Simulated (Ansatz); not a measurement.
The cell comes from COD entry 9017843, which wasn't checked; take it as a given geometry. The listed cell was then made from it by scaling, straining or moving an atom.

Os: DFT, PBE, PAW with Ansatz's default frozen-core files, scalar-relativistic (Ansatz 0.2.0). What sets it apart from a plain run of this crystal: zz strain of -1 %.

Command: `ansatz run input.yaml --threads 1 --pin off --max-ram 3072MiB --backend cpu --events-out ev --progress --plain --runs-dir out` The run took 2.4 s on 1 thread of Intel(R) Xeon(R) 6975P-C (Granite Rapids), with other jobs on the host, peak memory 0.43 GiB.

```yaml
crystal:
  lattice:
    - [2.7340999755, 0.0, 0.0]
    - [-1.3670499878, 2.3678000353, 0.0]
    - [0.0, 0.0, 4.276503]
  atoms:
    - { symbol: Os, position: [0.3333333333, 0.6666666667, 0.25] }
    - { symbol: Os, position: [0.6666666667, 0.3333333333, 0.75] }
kpoints:
  mp_grid: { grid: [15, 15, 9] }
scf:
  occupations: { method: fermi_dirac, width: 0.05 }
hamiltonian:
  xc: pbe
  pseudopotentials: { kind: paw }
output:
  forces: true
  stress: true
  eigenvalues: true
  efg: { contact_densities: true }
```

Output (standing set-up lines are left out):

```
Crystal: 2 atoms, lattice volume = 27.685 Å³
SCF iter   1: F=—  HF=-22769.059621 eV  |F-HF|=—  |Δ(HF+E_count)|=         —  Δρ=9.53e-3  dr2=8.71e-3  ethr=1.77e-3  ⟨swp⟩=4.8  Hψ=10612  notcnv=0
preconditioner: auto → none  [metal: Δε(μ)=0.024 eV  Ē_g=6.971 eV  σ=0.050 eV  W_gap=0.12  n_scr=8 (ndim 8)  ℏωp=28.2 eV  f_vac=0.000  D(μ)=1.00/eV (n_scr^D=2)  sad-step TF]
SCF iter   2: F=—  HF=-22769.062718 eV  |F-HF|=—  |Δ(HF+E_count)|=   3.10e-3  Δρ=5.57e-3  dr2=2.92e-3  ethr=2.72e-5  ⟨swp⟩=1.9  Hψ=4545  notcnv=0
SCF iter   3: F=—  HF=-22769.064195 eV  |F-HF|=—  |Δ(HF+E_count)|=   1.48e-3  Δρ=2.57e-4  dr2=1.07e-5  ethr=9.12e-6  ⟨swp⟩=2.0  Hψ=3779  notcnv=0
SCF iter   4: F=—  HF=-22769.064222 eV  |F-HF|=—  |Δ(HF+E_count)|=   2.71e-5  Δρ=5.52e-5  dr2=4.11e-7  ethr=3.36e-8  ⟨swp⟩=2.1  Hψ=3975  notcnv=0
iter 5 did not close the SCF: its close was put off for the readings that it lacked (scf_convergence_deferred on its scf_iter line)
SCF iter   5: F=-22769.064222 eV  HF=-22769.064222 eV  |F-HF|=1.52e-9  |Δ(HF+E_count)|=   1.77e-8  Δρ=6.14e-6  dr2=5.70e-9  ethr=1.29e-9  ⟨swp⟩=2.1  Hψ=3908  notcnv=0
SCF iter   6: F=-22769.064222 eV  HF=-22769.064222 eV  |F-HF|=1.38e-10  |Δ(HF+E_count)|=  3.06e-10  Δρ=1.31e-6  dr2=2.53e-10  ethr=1.78e-11  ⟨swp⟩=2.0  Hψ=8329  notcnv=0
SCF 1 converged in 6 iterations: F = -22769.064222 eV  dr2 = 2.53e-10
  greatest PAW one-centre occupation: 1.000 electrons in one spin orbital (limit 2), on the Os atom at site 1 (counted from 0), in its partial waves of l = 0
SCF converged after 6 iterations
Free energy (F): -22769.064222 eV
Harris-Foulkes:  -22769.064222 eV  (|F-HF|=1.38e-10)
Internal energy: -22769.055694 eV  (E = F + TS)
E sigma→0 (E₀):  -22769.059958 eV
Entropy (-TS):   -0.008528 eV (-4.264 meV/atom)
Fermi energy:    26.337708 eV
--- Per-component energies (eV) ---
  E_band       = -120.307006
  E_kinetic    = 1125.998941
  E_local      = -1546.611733  (includes V_loc(G=0)·N_el)
  E_nonlocal   = -3.492558
  E_hartree    = 646.330790
  E_xc         = -534.479482
  E_vxc        = -569.570146  (∫ρ·V_xc dr)
  E_paw        = -18023.857594  (= ΣΔE_a)
  E_vpaw       = -419.293092  (= ΣTr[D̂ρ^β])
  E_aug_tail   = -0.000160  (compensation charges beyond the density's cutoff)
  E_ewald      = -4432.943899
  E_smearing   = -0.008528  (= −TS)
  E_closure    = 0.000000  (closes the sum)
  Σ components = -22769.064222   (vs F -22769.064222, Δ=0.00e0)
--- Forces (eV/Å), atoms counted from 1 ---
  atom   1  Os     0.00000000     0.00000000     0.00000000
  atom   2  Os     0.00000000    -0.00000000    -0.00000000
  max |Σ_I F_I| component: 1.85e-17 eV/Å
--- Stress (GPa, compression-positive) ---
       10.838002       0.000000      -0.000000
        0.000000      10.838002      -0.000000
       -0.000000      -0.000000      18.616859
  P = ⅓ Tr σ = 13.4310 GPa (134.310 kbar)
--- PAW observables at the nuclei: V_zz in 10²¹ V/m², potentials from the cell's mean, atoms counted from 1 ---
  atom   1  Os V_zz =    -7.649296   η = 0.0000   by run symmetry: allowed
            electrostatic potential = -15470.476121 V   contact ρ = 10311561.190586 e/Å³
  atom   2  Os V_zz =    -7.649296   η = 0.0000   by run symmetry: allowed
            electrostatic potential = -15470.476121 V   contact ρ = 10311561.190586 e/Å³
--- Band table (eV; the first three rows and the last of 135) ---
  k-point 0: bands = ["-60.2686", "-60.1411", "-20.3291", "-19.3585", "-19.3585", "-19.1639", "-19.1639", "-19.0885", "15.3018", "18.4528", "23.2217", "23.2217", "23.6188", "24.1098", "24.1098", "24.6664", "24.6664", "26.4806", "28.0643", "28.0643"]
  k-point 1: bands = ["-60.2648", "-60.1449", "-20.2939", "-19.3527", "-19.3527", "-19.1699", "-19.1699", "-19.1285", "15.4616", "18.4786", "23.1116", "23.1116", "23.5222", "23.9991", "23.9991", "24.9218", "24.9218", "25.9630", "28.0939", "28.0939"]
  k-point 2: bands = ["-60.2538", "-60.1561", "-20.1919", "-19.3360", "-19.3360", "-19.2424", "-19.1869", "-19.1869", "15.9223", "18.5209", "22.9410", "22.9410", "23.2663", "23.7234", "23.7234", "24.8128", "25.5121", "25.5121", "28.1063", "28.1063"]
  k-point 134: bands = ["-60.1393", "-60.1393", "-20.0722", "-20.0722", "-19.8190", "-19.7493", "-19.3109", "-19.3109", "20.4135", "20.4135", "21.0835", "21.4758", "22.8675", "22.8675", "24.8352", "25.2118", "27.9712", "27.9712", "34.4217", "34.4217"]
```
